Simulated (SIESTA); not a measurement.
Here is a SIESTA 5.4.2 calculation.

The input PbO2.fdf:

```
SystemName                      PbO2
SystemLabel                     PbO2
NumberOfSpecies                 2
NumberOfAtoms                   3
%block ChemicalSpeciesLabel
  1  82 Pb
  2   8 O
%endblock ChemicalSpeciesLabel

LatticeConstant                 1.0 Ang
%block LatticeVectors
     0.0000000000     2.7019920000     2.7019920000
     2.7019920000     0.0000000000     2.7019920000
     2.7019920000     2.7019920000     0.0000000000
%endblock LatticeVectors
AtomicCoordinatesFormat         Fractional
%block AtomicCoordinatesAndAtomicSpecies
     0.0000000000     0.0000000000     0.0000000000  1  Pb
     0.7500000000     0.7500000000     0.7500000000  2  O
     0.2500000000     0.2500000000     0.2500000000  2  O
%endblock AtomicCoordinatesAndAtomicSpecies

%block kgrid.MonkhorstPack
    9   0   0  0.0
    0   9   0  0.0
    0   0   9  0.0
%endblock kgrid.MonkhorstPack
XC.Functional                   LDA
XC.Authors                      PW92
PAO.BasisSize                   DZP
PAO.EnergyShift                 0.003 Ry
Mesh.Cutoff                     800 Ry
OccupationFunction              FD
ElectronicTemperature           0.05 eV
MaxSCFIterations                120
SCF.MustConverge                false
SCF.Mixer.Method                Pulay
SCF.Mixer.Weight                0.25
SCF.Mixer.History               8
SCF.DM.Tolerance                5.0e-05
SCF.H.Tolerance                 1.0e-03 eV
WriteForces                     true
Charge.Mulliken                 end
BandLinesScale                  ReciprocalLatticeVectors
%block BandLines
    1    0.000000   0.000000   0.000000  \Gamma
   12    0.500000   0.000000   0.500000  X
    6    0.500000   0.250000   0.750000  W
    4    0.375000   0.375000   0.750000  K
   13    0.000000   0.000000   0.000000  \Gamma
   11    0.500000   0.500000   0.500000  L
    8    0.625000   0.250000   0.625000  U
    4    0.500000   0.250000   0.750000  W
    9    0.500000   0.500000   0.500000  L
    8    0.375000   0.375000   0.750000  K
    1    0.625000   0.250000   0.625000  U
    4    0.500000   0.000000   0.500000  X
%endblock BandLines
%block PAO.Basis
  Pb 4
  n=6 0 2
    6.142 0.000
  n=6 1 2
    8.773 0.000
  n=5 2 2
    4.164 0.000
  n=6 2 1
    8.773
%endblock PAO.Basis
```

Potentials or basis: PseudoDojo 0.4 standard (LDA files), DZP (energy shift 0.003 Ry; two zetas on semicore shells).

Command:

```sh
$ siesta PbO2.fdf > PbO2.out 2>&1
```

(1) Predict the pressure.

(2) Estimate the band gap on the k mesh.

## Answers

(1) -6.2 GPa.

(2) none (metal or under the smearing width).

Caveat: spin-orbit coupling is left out, which moves the levels of the heavy elements; the basis of atomic orbitals isn't converged, which shifts pressures, moduli and gaps.
